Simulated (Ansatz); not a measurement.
A 2-atom cell of GaAs started from a crystallographic database: a single-point calculation in Ansatz (r2SCAN). The cell was relaxed with r2SCAN and then strained (uniaxial +2.62 % along z, other directions held), with the atoms relaxed again with r2SCAN; k points keep the names of the unstrained zone.

```yaml
crystal:
  lattice:
    - [0.0, 2.8330831925, 2.9073099721]
    - [2.8330831925, 0.0, 2.9073099721]
    - [2.8330831925, 2.8330831925, 0.0]
  atoms:
    - { symbol: Ga, position: [0.0, 0.0, 0.0] }
    - { symbol: As, position: [0.25, 0.25, 0.25] }
kpoints:
  mp_grid: { grid: [8, 8, 8] }
  band_path:
    path:
      - [0.0, 0.0, 0.0]
      - [-0.5, -0.5, 0.0]
      - [-0.375, -0.375, 0.25]
      - [-0.375, 0.0, 0.375]
      - [0.0, 0.0, 0.5]
      - [-0.5, -0.25, 0.25]
    npoints: 1
hamiltonian:
  xc: r2scan
scf:
  occupations: { method: fixed }
  n_extra_bands: 4
output:
  forces: true
  stress: true
  eigenvalues: true
```

The output follows, shortened, with numbered blanks.
```
Functional definition: r2SCAN
Crystal: 2 atoms, lattice volume = 46.670 Å³
[1]
Bands: 18, of which v1, the nominal top of the filled ones, is band 14 counted from 1 (13 counted from 0)
Symmetry: 8 space group operations
Space group: I-4m2 (ITA 119)
k-points: 59 of 512 (time reversal used)
SCF converged after 7 iterations
Free energy (F): -8655.743304 eV
[2]
--- Per-component energies (eV) ---
  E_band       = -341.581356
  E_kinetic    = 217.700329
  E_local      = -3965.749573
  E_nonlocal   = -242.844042
  E_hartree    = 1995.511873
  E_xc         = -136.136253
  E_vxc        = -143.261181
  E_paw        = -3852.169345
  E_vpaw       = -205.949018
  E_vtau       = 7.498692
  E_ewald      = -2669.945771
  E_core_change = -2.110478
--- Stress (GPa, compression-positive) ---
       -1.161711       0.000000       0.000000
        0.000000      -1.161711       0.000000
        0.000000       0.000000      -2.967442
  P = ⅓ Tr σ = -1.7636 GPa (-17.636 kbar)
--- Band table (eV; the first three rows and the last of 59) ---
[3]
```

The rows of the band table are 0: (0, 0, 0) = Γ, 1: (0, 0, 1/8), 2: (0, 0, 1/4), 58: (-1/2, -1/2, 0) = X.

Question: Give the withheld lines. They hold the Fermi energy and the band table, cutoff and plane waves at Γ.

Answer:
```
[1]
Basis set: ecut = 500 eV, 1211 PW (Γ)
[2]
Fermi energy:    7.554899 eV
[3]
  k-point 0: bands = […, -7.6009, -7.5961, -5.4685, 7.3973, 7.5549, 7.5549, 8.2533, 11.5198, 11.5198, 11.5980]
  k-point 1: bands = […, -7.6012, -7.5960, -5.2851, 5.5822, 7.2108, 7.3353, 9.3131, 11.8596, 11.8718, 12.0616]
  k-point 2: bands = […, -7.6011, -7.5951, -4.7748, 3.3801, 6.7508, 6.9179, 9.2138, 12.3927, 12.4424, 13.8045]
  k-point 58: bands = […, -7.6173, -7.5902, -3.0504, 0.5669, 4.9591, 4.9591, 9.4359, 9.6381, 18.1015, 18.1015]
```
The trailing digits, and the zero of the energies, depend on the potentials and thresholds.

Command: `ansatz run input.yaml --threads 4 --pin off --max-ram 5529MiB --backend cpu --events-out ev --progress --plain --runs-dir out`. Wall time 2.2 s on 4 threads of AMD EPYC 9R14 (Zen 4), with other jobs on the host; peak host memory 0.58 GiB.

The values are computed, spin-unpolarised, and not measurements.

Spin-orbit coupling is left out.
